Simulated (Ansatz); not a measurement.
Ionic part of the dielectric constant of HfO$_{3}$, mode by mode

The calculation used DFT PBEsol, scalar-relativistic, plane waves, PAW (Ansatz). Plane waves to 420 eV; Γ-centred k mesh 6×8×4; fixed occupations. No spin polarisation. Phonons by linear response, acoustic sum rule imposed.

The structure is monoclinic, space group P2_1/m (No. 11). The conventional cell has a = 4.025 Å, b = 3.210 Å, c = 7.436 Å, α = 90.00°, β = 96.80°, γ = 90.00°. Hf (site symmetry m) has 8 O at 2.12 to 2.18 Å as nearest neighbours. O (site symmetry m) is surrounded by 1 O at 1.49 Å. O (site symmetry m) is surrounded by 4 Hf at 2.17 to 2.18 Å. O (site symmetry m) has 1 O at 1.49 Å as nearest neighbours.

The cell was built by swapping an element in a database structure (itself possibly hypothetical) and relaxing; it need not be the stable form of this composition. The crystal is built of layers and no dispersion correction was added, so the binding between them is poorly described, and with it their spacing and whatever depends on it. Spin–orbit coupling is left out, which matters for heavy elements.

The primitive cell has V = 95.40 Å³ and ε∞,zz = 2.919. Each polar mode adds Δε = (4.92064×10⁷/V)·S/ν² along z, with S its oscillator strength in e²/amu, ν in cm⁻¹ and V in Å³.

Question: From these modes, find each Δε and ε0,zz.
| ν (cm⁻¹) | S_zz (e²/amu) |
| --- | --- |
| 406.3 | 0.2477 |
| 431.2 | 0.00121 |
| 584.1 | 0.1667 |
| 899.8 | 0.03765 |

Answer:
```json
{"ν (cm⁻¹)": "406.3", "Δε": "0.77"}
{"ν (cm⁻¹)": "431.2", "Δε": "0.00"}
{"ν (cm⁻¹)": "584.1", "Δε": "0.25"}
{"ν (cm⁻¹)": "899.8", "Δε": "0.02"}
```

The sum is 1.053, so ε0,zz = 3.97; the run's tensor has 3.97.

Question: Where do the longitudinal modes lie for a wave vector along z?

Answer: At 431, 449, 614, 904 cm⁻¹. The Lyddane–Sachs–Teller product Π(ν_LO/ν_TO)² = 1.36 matches ε0/ε∞ = 1.36.

Cost: 1 run of about 9.5 core-minutes, on Intel Xeon 6975P-C (Granite Rapids) (shared hosts).

The static response along z is mainly electronic: the lattice adds only 1.053 to an ε∞ of 2.919. Most of that comes from the mode at 406.3 cm⁻¹, which combines the largest oscillator strength with the lowest frequency. The mode at 584.1 cm⁻¹ contributes much less than its strength alone would suggest, because a stiffer restoring force reduces the static displacement. No soft polar mode appears along z, unlike those that give the familiar HfO₂ phases their large permittivity.

The O–O distance of 1.49 Å is that of a peroxide, so the formula reads as Hf⁴⁺ with one O²⁻ and one O₂²⁻, not as hexavalent hafnium. The mode at 899.8 cm⁻¹ is then probably the O–O stretch, weakly polar because the bond joins like atoms. The longitudinal mode at 431 cm⁻¹ doesn't mark the full splitting of the strongest mode, whose polar band extends to 449 cm⁻¹ and is merely interrupted by the weak oscillator. A single tensor component doesn't establish the permittivity within the layers.
